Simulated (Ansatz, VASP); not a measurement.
# HgSe (mix) in VASP and in Ansatz

```xyz
2
Lattice="0.0000 3.1301 3.1301 3.1301 0.0000 3.1301 3.1301 3.1301 0.0000" Properties=species:S:1:pos:R:3 pbc="T T T"
Hg    0.0000    0.0000    0.0000
Se    1.5651    1.5651    1.5651
```

Alike in both runs: task relaxation of cell and atoms; functional PBE; k mesh 12 × 12 × 12; occupations gaussian, width 0.1 eV; no spin polarisation.

|  | VASP | Ansatz |
| --- | --- | --- |
| version | VASP 6.6.1 | Ansatz 0.2.0 |
| potentials or method | VASP PAW PBE potentials, release 64 (Hg, Se) | scalar-relativistic, plane waves, PAW |
| plane-wave cutoff (eV) | 600 | 420 |
| valence electrons in the cell | 18 | 36 |

|  | VASP | Ansatz | Ansatz less VASP |
| --- | --- | --- | --- |
| gap on the k mesh at the Fermi level, each at its own relaxed structure (eV) | none | none | - |
| relaxed volume (Å³/atom) | 30.82 | 30.67 | -0.150 |
| relaxed cell length with the largest relative difference (Å) | 4.434 | 4.427 | -0.0072 |

A gap of «none» marks a metal or a gap that the smearing closes. The two sets of potentials don't hold the same shells in valence.

The runs have no spin-orbit coupling, so splittings on Hg are missing. Zero-point motion and thermal expansion aren't in these numbers. PBE usually gives volumes a little too large and moduli too small.
